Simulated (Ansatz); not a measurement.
HfO2 (P4_2/mnm), random displacements

Method: DFT r2SCAN, scalar-relativistic, plane waves, PAW (Ansatz). Settings: plane waves to 500 eV, k-mesh 6×6×8 (Γ-centred), Gaussian smearing 0.05 eV. Spin–orbit coupling is left out, which matters for the heavy elements here. No spin polarisation. Energies are free energies at this smearing, counted from the undisturbed cell; pressure is positive in compression.

Reference structure (as given, not relaxed at this level; this rutile-type form isn't the usual structure):

```yaml
crystal:
  lattice:
    - [4.81353, 0.00000, 0.00000]
    - [0.00000, 4.81353, 0.00000]
    - [0.00000, 0.00000, 3.20542]
  atoms:
    - { symbol: Hf, position: [0.00000, 0.00000, 0.00000] }
    - { symbol: Hf, position: [0.50000, 0.50000, 0.50000] }
    - { symbol: O, position: [0.19496, 0.80504, 0.50000] }
    - { symbol: O, position: [0.30504, 0.30504, 0.00000] }
    - { symbol: O, position: [0.69496, 0.69496, 0.00000] }
    - { symbol: O, position: [0.80504, 0.19496, 0.50000] }
```

The atoms are displaced (Å, in the unstrained cell):

| atom | ux | uy | uz |
| --- | --- | --- | --- |
| Hf1 | -0.146 | 0.025 | -0.077 |
| Hf2 | 0.091 | 0.024 | 0.047 |
| O3 | -0.016 | -0.037 | -0.074 |
| O4 | 0.009 | -0.172 | 0.023 |
| O5 | 0.027 | -0.055 | -0.052 |
| O6 | 0.035 | 0.216 | 0.133 |

The cell is not strained.

Q: What are the energy change, the stress and the forces?

A: ΔE = 194.3 meV/atom; stress (xx, yy, zz, yz, xz, xy; compression positive) (4.82, 8.48, 6.42, -1.61, 6.27, -2.94) GPa; gap on the mesh 3.68 eV.
```tsv
atom	Fx (eV/Å)	Fy	Fz
Hf1	3.94	-0.34	1.18
Hf2	-5.18	-0.17	-1.22
O3	-1.20	0.68	0.77
O4	1.03	1.28	-0.20
O5	-0.05	0.96	1.55
O6	1.45	-2.41	-2.08
```

Cost: 1 run of about 0.53 core-minutes, on AMD EPYC 9R45 (Zen 5) (shared hosts).